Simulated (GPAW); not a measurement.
# PbO (Litharge) (P4/nmm) in GPAW: a series of runs

Aim: see how the results for PbO (Litharge) move with the level of theory and the settings. Levels: PBEsol, r2SCAN, TB-mBJ, PBE. Tasks: band structure, single point, dielectric tensor.

All numbers are computed with GPAW 26.7.0; they aren't measurements. Logs are shortened: lines on timing, memory, paths and dates and some standing lists are left out, and cuts for length are marked. The log counts tension as positive stress, the text compression.

**1. The crystal as given**

The structure is tetragonal, space group P4/nmm (No. 129). Conventional cell: a = 3.990 Å, b = 3.990 Å, c = 5.010 Å, α = 90.00°, β = 90.00°, γ = 90.00°. Pb (site symmetry 4mm) is surrounded by 4 O at 2.33 Å. Around O (site symmetry -4m2) lie 4 Pb at 2.33 Å.

**2. Band structure, PBEsol**

run.py

```python
from ase import Atoms
from ase.dft.bandgap import bandgap
from ase.io import write
from ase.units import GPa
from gpaw import GPAW, PW, setup_paths

setup_paths.insert(0, '.')

atoms = Atoms(['Pb', 'Pb', 'O', 'O'],
              cell=[[3.99, 0.0, 0.0],
                    [0.0, 3.99, 0.0],
                    [0.0, 0.0, 5.01]],
              scaled_positions=[[0.5, 0.0, 0.76],
                                [0.0, 0.5, 0.24],
                                [0.5, 0.5, 0.0],
                                [0.0, 0.0, 0.0]],
              pbc=True)

calc = GPAW(mode=PW(800),
            xc='PBEsol',
            kpts={'size': (5, 5, 4), 'gamma': True},
            occupations={'name': 'fermi-dirac', 'width': 0.05},
            nbands=33,
            convergence={'density': 1e-05, 'energy': 1e-05},
            maxiter=150,
            txt='gpaw.txt')
atoms.calc = calc
energy = atoms.get_potential_energy()
forces = atoms.get_forces()
stress = atoms.get_stress()
calc.write('gs.gpw')
write('result.traj', atoms)
print(f'Energy: {energy:.6f} eV')
print('Forces (eV/A):')
print(forces.round(4))
print('Stress (GPa):', (stress / GPa).round(3))
print('Fermi level:', round(calc.get_fermi_level(), 4), 'eV')
print(f'Gap: {bandgap(calc)[0]:.4f} eV, direct: {bandgap(calc, direct=True)[0]:.4f} eV')

path = atoms.cell.bandpath('GXMGZRAZ,XR,MA', npoints=80, eps=1e-4)
bs_calc = calc.fixed_density(kpts=path, symmetry='off', nbands=50,
                             convergence={'bands': 'CBM+6.0', 'eigenstates': 1e-6}, txt='bands.txt')
bs = bs_calc.band_structure()
bs.write('bs.json')
print(f'Gap on the path: {bandgap(bs_calc)[0]:.4f} eV')
```

Potentials or basis: PAW data sets generated in the run's folder for this functional, pw.

Launch:

```
$ gpaw-setup -f PBEsol O Pb
$ OMP_NUM_THREADS=1 python run.py
```

gpaw.txt:

```text
__  _  _
 | _ |_)|_||  |
 |__||  | ||/\| - 26.7.0

Input parameters:
  mode=PW(ecut=800.0),
  convergence={'density': 1e-05, 'energy': 1e-05},
  kpts=MonkhorstPack(size=(5, 5, 4), gamma=True),
  maxiter=150,
  nbands=33,
  occupations=Occupations(name='fermi-dirac', width=0.05),
  xc=XC(name='PBEsol')

Diagonalizing LCAO Hamiltonian
Converting LCAO to pw mode
   .---------.
  /|         |
 * |         |
 | |  Pb     |
 | |         |
 | |         |
 |Pb---------.
 |/    O    /
 O---------*

Atoms  # Å, Bohr magnetons
|   | symbol |        x |        y |        z |    initial magnetic moments |
|---|--------|----------|----------|----------|-----------------------------|
| 0 |     Pb | 1.995000 | 0.000000 | 3.807600 | ( 0.0000,  0.0000,  0.0000) |
| 1 |     Pb | 0.000000 | 1.995000 | 1.202400 | ( 0.0000,  0.0000,  0.0000) |
| 2 |      O | 1.995000 | 1.995000 | 0.000000 | ( 0.0000,  0.0000,  0.0000) |
| 3 |      O | 0.000000 | 0.000000 | 0.000000 | ( 0.0000,  0.0000,  0.0000) |

Unit cell  # Å
| periodic |        x |        y |        z |  lengths |    angles |
|----------|----------|----------|----------|----------|-----------|
|      yes | 3.990000 | 0.000000 | 0.000000 | 3.990000 | 90.000000 |
|      yes | 0.000000 | 3.990000 | 0.000000 | 3.990000 | 90.000000 |
|      yes | 0.000000 | 0.000000 | 5.010000 | 5.010000 | 90.000000 |

Number of symmetries: 8
Symmetry operations  # r_c * U_cc + t_c -> r_c
|   | kind |            matrix            |
|---|------|------------------------------|
| 0 |  E   |  1, 0, 0,  0, 1, 0,  0, 0, 1 |
| 1 |  σ   |  1, 0, 0,  0,-1, 0,  0, 0, 1 |
| 2 |  C2  |  0, 1, 0,  1, 0, 0,  0, 0,-1 |
| 3 |  S4  |  0, 1, 0, -1, 0, 0,  0, 0,-1 |
| 4 |  S4  |  0,-1, 0,  1, 0, 0,  0, 0,-1 |
| 5 |  C2  |  0,-1, 0, -1, 0, 0,  0, 0,-1 |
| 6 |  σ   | -1, 0, 0,  0, 1, 0,  0, 0, 1 |
| 7 |  C2  | -1, 0, 0,  0,-1, 0,  0, 0, 1 |

BZ-sampling:
  Number of BZ points: 100
  Number of IBZ points: 18

  Monkhorst-Pack size: [5, 5, 4]
  Monkhorst-Pack shift: [0.0, 0.0, 0.125]

K-points  # in reciprocal-cell coordinates
|     |                                coordinates |     weight |
|-----|--------------------------------------------|------------|
|   0 | (  0.00000000,   0.00000000,   0.00000000) | 0.01000000 |
|   1 | (  0.00000000,   0.00000000,   0.25000000) | 0.02000000 |
|   2 | (  0.00000000,   0.00000000,   0.50000000) | 0.01000000 |
|   3 | (  0.20000000,   0.00000000,   0.00000000) | 0.04000000 |
|   4 | (  0.20000000,   0.00000000,   0.25000000) | 0.08000000 |
|   5 | (  0.20000000,   0.00000000,   0.50000000) | 0.04000000 |
|   6 | (  0.20000000,   0.20000000,   0.00000000) | 0.04000000 |
|   7 | (  0.20000000,   0.20000000,   0.25000000) | 0.08000000 |
|   8 | (  0.20000000,   0.20000000,   0.50000000) | 0.04000000 |
|   9 | (  0.40000000,   0.00000000,   0.00000000) | 0.04000000 |
| ... |                                            |            |
|  17 | (  0.40000000,   0.40000000,   0.50000000) | 0.04000000 |

Plane wave coefficients: 4111
Cutoff: 800.0 eV

Spin-components: 1 (collinear spins)
Bands:           33
Projectors:      22
Spin-degeneracy: 2
Datatype:        complex128

Parallelization:
  kpt:    1
  domain: 1
  band:   1

Density:
  Valence electrons: 40.0
  Components: 1
  Grid points: [27 27 35]
  Charge: 0.0  # |e|

Potential:
  Grid points: [27 27 35]

species:
  Pb:
    name:    Lead
    Z:       82.0
    valence: 14
    core:    68
    charge:  0.0  # [|e|]
    compensation charges:
      type: gauss
      rc: 0.38  # [Å]
      lmax: 2
    cutoffs:
      filter: 2.36  # [Å]
      core: 2.43  # [Å]
    projectors
    | kind |    occ | energy [eV] | rcut [Å] |
    |------|--------|-------------|----------|
    |   6s |  2.000 |     -12.024 |    1.259 |
    |   6p |  2.000 |      -3.525 |    1.275 |
    |   5d | 10.000 |     -21.194 |    1.217 |
    |    s |        |      15.187 |    1.259 |
    |    p |        |      23.686 |    1.275 |
    |    d |        |       6.017 |    1.217 |

    Using partial waves for Pb as LCAO basis

  O:
    name:    Oxygen
    Z:       8.0
    valence: 6
    core:    2
    charge:  0.0  # [|e|]
    compensation charges:
      type: gauss
      rc: 0.21  # [Å]
      lmax: 2
    cutoffs:
      filter: 1.17  # [Å]
      core: 0.83  # [Å]
    projectors
    | kind |    occ | energy [eV] | rcut [Å] |
    |------|--------|-------------|----------|
    |   2s |  2.000 |     -23.808 |    0.688 |
    |   2p |  4.000 |      -8.972 |    0.598 |
    |    s |        |       3.404 |    0.688 |
    |    p |        |      18.239 |    0.598 |
    |    d |        |       0.000 |    0.619 |

    Using partial waves for O as LCAO basis

Reference energy: -1138313.922394  # eV

eigensolver:
  PPCG
  Converge bands: occupied
  niter=2

density mixing:
  MSR1-Mixer
  Pratt-step length: 0.05
  Maximum mixing coefficient: 0.75
  Old densities: 10
  SVD Regularization: 0.005
  Good broyden scale: 1.0
  Trust region scale: 1.0
  Backstep threshold: 4.0
  History deletion threshold: 6.0
  Fourier metric: weight=20.0, sigma=0.015

occupation numbers:
  Fermi-Dirac:
    width: 0.0500  # eV

poisson solver:
  ecut: 6400.0  # eV

xc functional:
  name: PBEsol with 2 nearest neighbor stencil

convergence criteria:
- Maximum integral of absolute [dens]ity change: 1e-05 electrons / valence electron
- Maximum [total energy] change in last 3 cyles: 1e-05 eV / valence electron
- Maximum integral of absolute [eigenst]ate change: 4e-08 eV^2 / valence electron
maximum number of iterations: 150

SCF iterations
|iter     | |      energy | eigst |  dens |
|---------|-|-------------|-------|-------|
|iter:   1| |  -27.656757 | +0.15 |       |
|iter:   2| |  -26.365409 | -1.21 | -0.98 |
|iter:   3| |  -23.880970 | -0.74 | -1.05 |
|iter:   4| |  -23.844986 | -2.74 | -1.52 |
|iter:   5| |  -23.833934 | -2.75 | -1.73 |
|iter:   6| |  -23.833976 | -3.80 | -2.56 |
|iter:   7| |  -23.834085c| -5.04 | -3.02 |
|iter:   8| |  -23.834084c| -5.49 | -3.65 |
|iter:   9| |  -23.834078c| -6.41 | -3.93 |
|iter:  10| |  -23.834078c| -7.64c| -4.46 |
|iter:  11| |  -23.834078c| -7.73c| -4.71 |
|iter:  12| |  -23.834078c| -8.11c| -5.50c|

Converged in 12 steps
Energy contributions relative to reference atoms: (reference = -1138313.922394)

Energy contributions:
  Kinetic:          37.754266
  Coulomb:         -37.747069
  Zero:              0.159147
  External:          0.000000
  Xc:              -24.000422
  Entropy:          -0.000000
  Spinorbit:         0.000000
  ----------------------------
  Free energy:     -23.834078
  Extrapolated:    -23.834078

dipole moment: (-27.970714, -27.970714, -28.171017)  # |e|*Ang

Fermi level: 6.203
Eigenvalues  # (at kpt = [0.000, 0.000, 0.000])
| band index |      eig [eV] | occ [0-2] |
|------------|---------------|-----------|
|          0 |       -12.758 |     2.000 |
|        ... |               |           |
|         12 |        -1.677 |     2.000 |
|         13 |        -1.250 |     2.000 |
|         14 |         1.203 |     2.000 |
|         15 |         1.203 |     2.000 |
|         16 |         3.761 |     2.000 |
|         17 |         3.831 |     2.000 |
[... 8 lines left out ...]
|         26 |        12.821 |     0.000 |
|         27 |        13.380 |     0.000 |
|        ... |               |           |
|         32 |        21.442 |     0.000 |

Gap: 1.545 eV
Transition (v -> c):
  (s=0, k=0, n=19, [0.00, 0.00, 0.00]) -> (s=0, k=15, n=20, [0.40, 0.40, 0.00])
Direct/indirect transitions are different
Direct gap: 2.331 eV
Transition at: (s=0, k=0, n=19, [0.00, 0.00, 0.00])

Forces  # eV/Ang
|        x |       y |        z |
|----------|---------|----------|
|  0.00000 | 0.00000 |  0.39591 |  # Pb   0
|  0.00000 | 0.00000 | -0.39591 |  # Pb   1
|  0.00000 | 0.00000 |  0.00000 |  # O    2
| -0.00000 | 0.00000 |  0.00000 |  # O    3

Stress tensor  # eV/Ang^3
|        x |        y |        z |
|----------|----------|----------|
| 0.009915 | 0.000000 | 0.000000 |
| 0.000000 | 0.009915 | 0.000000 |
| 0.000000 | 0.000000 | 0.009992 |

# Writing to gs.gpw (mode='')
```

bands.txt:

```text
Diagonalizing LCAO Hamiltonian
Converting LCAO to pw mode
convergence criteria:
- Maximum integral of absolute [eigenst]ate change: 1e-06 eV^2 / valence electron
maximum number of iterations: 150

SCF iterations
|iter     | |      energy | eigst |  dens |
|---------|-|-------------|-------|-------|
|iter:   1| |             | +1.16 |       |
[... 87 lines left out ...]
         [0.5       , 0.5       , 0.        ],
         [0.5       , 0.5       , 0.07142857],
         [0.5       , 0.5       , 0.14285714],
         [0.5       , 0.5       , 0.21428571],
         [0.5       , 0.5       , 0.28571429],
         [0.5       , 0.5       , 0.35714286],
         [0.5       , 0.5       , 0.42857143],
         [0.5       , 0.5       , 0.5       ]])),
  maxiter=150,
  nbands=50,
  occupations=Occupations(name='fermi-dirac', width=0.05),
  symmetry=Symmetry(point_group=False, time_reversal=False),
  xc=XC(name='PBEsol')
```

It took 3.4 min on 1 thread of Arm Neoverse V2, shared host; peak memory 0.6 GiB.

Results:

```yaml
Free_energy: -23.8341 eV
Pressure: -1.6 GPa
Largest_force: 0.396 eV/Å
Band_gap_along_the_path: 1.06 eV, indirect (least direct gap 2.07 eV)
```

Forces on the atoms (eV/Å):
```
Pb   0.000  0.000  0.396
Pb   0.000  0.000 -0.396
O    0.000  0.000  0.000
O    0.000  0.000  0.000
```

Levels at the corners of the path, in eV from the valence-band top:
| point | band 17 | band 18 | band 19 | band 20 | band 21 | band 22 | band 23 | band 24 |
| --- | --- | --- | --- | --- | --- | --- | --- | --- |
| Γ | -1.70 | -1.63 | -1.63 | -0.01 | 2.32 | 5.45 | 5.49 | 5.49 |
| X | -2.98 | -2.98 | -1.68 | -1.68 | 3.32 | 3.32 | 6.52 | 6.52 |
| M | -1.67 | -1.67 | -1.01 | -1.01 | 1.06 | 1.06 | 5.16 | 5.16 |
| Γ | -1.70 | -1.63 | -1.63 | -0.01 | 2.32 | 5.45 | 5.49 | 5.49 |
| Z | -1.74 | -1.66 | -1.66 | -0.97 | 1.92 | 3.85 | 3.85 | 4.14 |
| R | -2.95 | -2.95 | -0.99 | -0.99 | 3.01 | 3.01 | 6.17 | 6.17 |
| A | -2.27 | -2.27 | -1.01 | -1.01 | 3.35 | 3.35 | 4.65 | 4.65 |
| Z | -1.74 | -1.66 | -1.66 | -0.97 | 1.92 | 3.85 | 3.85 | 4.14 |
| X | -2.98 | -2.98 | -1.68 | -1.68 | 3.32 | 3.32 | 6.52 | 6.52 |
| R | -2.95 | -2.95 | -0.99 | -0.99 | 3.01 | 3.01 | 6.17 | 6.17 |
| M | -1.67 | -1.67 | -1.01 | -1.01 | 1.06 | 1.06 | 5.16 | 5.16 |
| A | -2.27 | -2.27 | -1.01 | -1.01 | 3.35 | 3.35 | 4.65 | 4.65 |

Caveat: spin-orbit coupling is left out, which moves the levels of the heavy elements.

**3. Band structure, r2SCAN**

run.py, as its differences from that of step 2:

```diff
@@ -4,5 +4,3 @@
 from ase.units import GPa
-from gpaw import GPAW, PW, setup_paths
-
-setup_paths.insert(0, '.')
+from gpaw import GPAW, PW
 
@@ -19,3 +17,3 @@
 calc = GPAW(mode=PW(800),
-            xc='PBEsol',
+            xc='MGGA_X_R2SCAN+MGGA_C_R2SCAN',
             kpts={'size': (5, 5, 4), 'gamma': True},
```

Potentials or basis: GPAW PAW data sets (gpaw-data 1.2.1), pw.

Launch:

```
$ OMP_NUM_THREADS=1 python run.py
```

Wall time 9.2 min (1 thread of Arm Neoverse V2, shared host); peak memory 0.73 GiB.

Results (log left out):

```yaml
Free_energy: -58.6411 eV
Pressure: -0.7 GPa
Largest_force: 0.408 eV/Å
Band_gap_along_the_path: 1.43 eV, indirect (least direct gap 2.55 eV)
```

Forces in eV/Å, atoms in the order of the input:
```
Pb   0.000  0.000  0.408
Pb   0.000  0.000 -0.408
O    0.000  0.000  0.000
O    0.000  0.000  0.000
```

Levels at the corners of the path, in eV from the valence-band top:
```tsv
point	band 18	band 19	band 20	band 21	band 22	band 23
Γ	-1.74	-1.74	0.00	2.81	5.91	5.91
X	-3.09	-1.75	-1.75	3.74	3.74	7.02
M	-1.76	-1.12	-1.12	1.43	1.43	5.64
Γ	-1.74	-1.74	0.00	2.81	5.91	5.91
Z	-1.77	-1.77	-1.04	2.39	4.26	4.26
R	-3.05	-1.08	-1.08	3.37	3.37	6.63
A	-2.36	-1.12	-1.12	3.71	3.71	5.17
Z	-1.77	-1.77	-1.04	2.39	4.26	4.26
X	-3.09	-1.75	-1.75	3.74	3.74	7.02
R	-3.05	-1.08	-1.08	3.37	3.37	6.63
M	-1.76	-1.12	-1.12	1.43	1.43	5.64
A	-2.36	-1.12	-1.12	3.71	3.71	5.17
```

Caveat: the PAW data sets were made with another functional, which shifts forces and pressure a little; spin-orbit coupling is left out, which moves the levels of the heavy elements.

**4. Single point, TB-mBJ**

run.py

```python
from ase import Atoms
from ase.dft.bandgap import bandgap
from ase.io import write
from gpaw import GPAW, PW

atoms = Atoms(['Pb', 'Pb', 'O', 'O'],
              cell=[[3.99, 0.0, 0.0],
                    [0.0, 3.99, 0.0],
                    [0.0, 0.0, 5.01]],
              scaled_positions=[[0.5, 0.0, 0.76],
                                [0.0, 0.5, 0.24],
                                [0.5, 0.5, 0.0],
                                [0.0, 0.0, 0.0]],
              pbc=True)

calc = GPAW(mode=PW(800),
            xc='TB09',
            kpts={'size': (6, 6, 4), 'gamma': True},
            occupations={'name': 'fermi-dirac', 'width': 0.05},
            nbands=33,
            convergence={'density': 1e-05, 'energy': 1e-05},
            eigensolver='cg',
            maxiter=150,
            txt='gpaw.txt')
atoms.calc = calc
energy = atoms.get_potential_energy()
calc.write('gs.gpw')
write('result.traj', atoms)
print('Fermi level:', round(calc.get_fermi_level(), 4), 'eV')
print(f'Gap: {bandgap(calc)[0]:.4f} eV, direct: {bandgap(calc, direct=True)[0]:.4f} eV')
```

Potentials or basis: GPAW PAW data sets for LDA (gpaw-data 1.2.1), pw.

Launch:

```
$ OMP_NUM_THREADS=1 python run.py
```

It took 4.6 min on 1 thread of Arm Neoverse V2, shared host; peak memory 0.4 GiB.

It converged, with:

```
Band gap on the k mesh : 1.63 eV, indirect (least direct gap 3.00 eV)
```

Levels at points of the mesh, in eV from the valence-band top:
```tsv
k point	band 17	band 18	band 19	band 20	band 21	band 22	band 23	band 24
(0.00, 0.00, 0.00)	-2.06	-1.96	-1.96	0.00	3.00	5.86	5.86	6.31
(0.00, 0.00, 0.50)	-2.10	-1.98	-1.98	-1.19	2.89	4.42	4.42	4.72
(0.50, 0.00, 0.00)	-3.21	-3.21	-1.76	-1.76	3.89	3.89	7.05	7.05
(0.50, 0.00, 0.50)	-3.18	-3.18	-1.17	-1.17	3.50	3.50	6.68	6.68
(0.50, 0.50, 0.00)	-1.70	-1.70	-1.38	-1.38	1.63	1.63	5.86	5.86
(0.50, 0.50, 0.50)	-2.20	-2.20	-1.38	-1.38	3.69	3.69	5.42	5.42
```

Caveat: a model potential gives levels but no total energy; the PAW data sets were made with another functional, which shifts forces and pressure a little; spin-orbit coupling is left out, which as a rule narrows the gap of such compounds by several tenths of an eV. A k mesh can miss the band edges.

(Part 1 of 2 ends here.)
